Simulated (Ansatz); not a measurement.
# Indium, body-centred tetragonal: convergence with the plane-wave cutoff

Computed with Ansatz, PBE, scalar-relativistic PAW, on the relaxed cell (a = 4.608 Å, b = 4.731 Å, c = 3.371 Å, β = 131.51°; spin not included). Errors count from a run at 420 eV on a Γ-centred 18×18×22 mesh with Fermi-Dirac smearing of 0.1 eV, extrapolated to zero width. Fixed here: mesh 11×11×14, Fermi-Dirac width 0.1 eV. The pressure holds a Pulay correction and is unreliable far below the recommended cutoff. The SCF starts from atomic densities corrected by a trained network.

```json
{"cutoff (eV)": "150", "E(σ→0) error (meV/atom)": "54725.4", "P (GPa)": "-19.70", "SCF iterations": "8"}
{"cutoff (eV)": "200", "E(σ→0) error (meV/atom)": "8006.6", "P (GPa)": "-0.73", "SCF iterations": "6"}
{"cutoff (eV)": "250", "E(σ→0) error (meV/atom)": "923.0", "P (GPa)": "-0.62", "SCF iterations": "6"}
{"cutoff (eV)": "350", "E(σ→0) error (meV/atom)": "2.2", "P (GPa)": "0.04", "SCF iterations": "7"}
{"cutoff (eV)": "420", "E(σ→0) error (meV/atom)": "0.3", "P (GPa)": "0.03", "SCF iterations": "7"}
{"cutoff (eV)": "500", "E(σ→0) error (meV/atom)": "-0.8", "P (GPa)": "0.03", "SCF iterations": "7"}
{"cutoff (eV)": "600", "E(σ→0) error (meV/atom)": "-0.9", "P (GPa)": "0.03", "SCF iterations": "7"}
{"cutoff (eV)": "800", "E(σ→0) error (meV/atom)": "-1.0", "P (GPa)": "0.03", "SCF iterations": "7"}
```

What does the run at 300 give (cutoff)?

E(σ→0) error (meV/atom): 66.4; P (GPa): 0.17; SCF iterations: 6.

Within 5 meV/atom of the last row: from 350 eV on.
